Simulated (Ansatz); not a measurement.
## K2S

The computed numbers are results of PBE, scalar-relativistic (no spin polarisation) in the plane-wave PAW code Ansatz at 420 eV, Γ-centred 8×8×8 mesh, 0.05 eV Gaussian smearing; PAW files: Ansatz's generated set soft_2.

```
K S
1.0
     0.00000    3.73147    3.73147
     3.73147    0.00000    3.73147
     3.73147    3.73147    0.00000
K S
2 1
Cartesian
  1.8657 1.8657 1.8657
  5.5972 5.5972 5.5972
  0.0000 0.0000 0.0000
```

The chain of runs began from a cell as deposited in COD, expanded in volume.

Cell and atoms are those of this level's equilibrium.

* Space group: Fm-3m (No. 225)
* Volume: 34.64 Å³/atom
* Band gap: 2.32 eV
* Smallest direct gap: 2.50 eV
* Bader charges: K 0.76; S -1.52 e
* Formation energy from the elements (0 K, uncorrected): -1.08 eV/atom
* Bulk modulus (Birch–Murnaghan): 18.3 GPa
* Pressure derivative B0′: 4.4

Formal charges K⁺, S²⁻ balance and leave closed shells on every ion, so a band insulator is expected, and the gap is 2.32 eV.

Shannon's ionic radii give a check on the bond lengths: K⁺ with 4 neighbours 1.37 Å + S²⁻ 1.84 Å (six-fold value) = 3.21 Å against a computed mean of 3.23 Å. Sums and bonds agree within 3 %, so ion sizes set the bond lengths.

**What was measured.** A cell as deposited of cubic K2S (space group Fm-3m), temperature not stated, from the Crystallography Open Database (1963), has a = 7.391 Å and 33.65 Å³/atom.

**Against experiment.** PBE gives 7.463 Å and 34.64 Å³/atom, +2.9 % in volume (+1.0 % in length) from the database's cell. PBE usually overestimates volumes by a few per cent. The static lattice also lacks zero-point motion and thermal expansion, roughly 2.0 to 4.9 % in volume at 300 K (room temperature assumed) by Grüneisen's rule, γ·3k_BT/(B0·V0) with γ of 1 to 2.5, so its own overestimate is larger than the figure.

Semilocal functionals underestimate band gaps, commonly by a third or more.
